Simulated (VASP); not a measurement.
The system is AlN.

```
Al N
1.0
     3.11300    0.00000    0.00000
    -1.55650    2.69594    0.00000
     0.00000    0.00000    4.98100
Al N
2 2
Cartesian
  0.0000 1.7973 0.0000
  1.5565 0.8986 2.4905
  0.0000 1.7973 1.8928
  1.5565 0.8986 4.3833
```

Program: VASP 6.6.1. Alike in all runs: task single point; no spin polarisation; cell as given; k mesh 8 × 8 × 5; cutoff (eV) 520; smearing fermi-dirac 0.02 eV.

Q: Order these runs on this cell by their pressure, lowest first.
A. level r2SCAN; potentials or basis VASP PAW PBE potentials, release 64 (Al, N)
B. level LDA; potentials or basis VASP PAW LDA potentials, release 64 (Al, N)
C. level PBEsol; potentials or basis VASP PAW PBE potentials, release 64 (Al, N)

A: B (-4.1 GPa), A (-1.3 GPa), C (0.2 GPa).

Caveats: the PAW data sets were made with another functional, which shifts forces and pressure a little (some runs).

Runs at the PBE level aren't shown here.
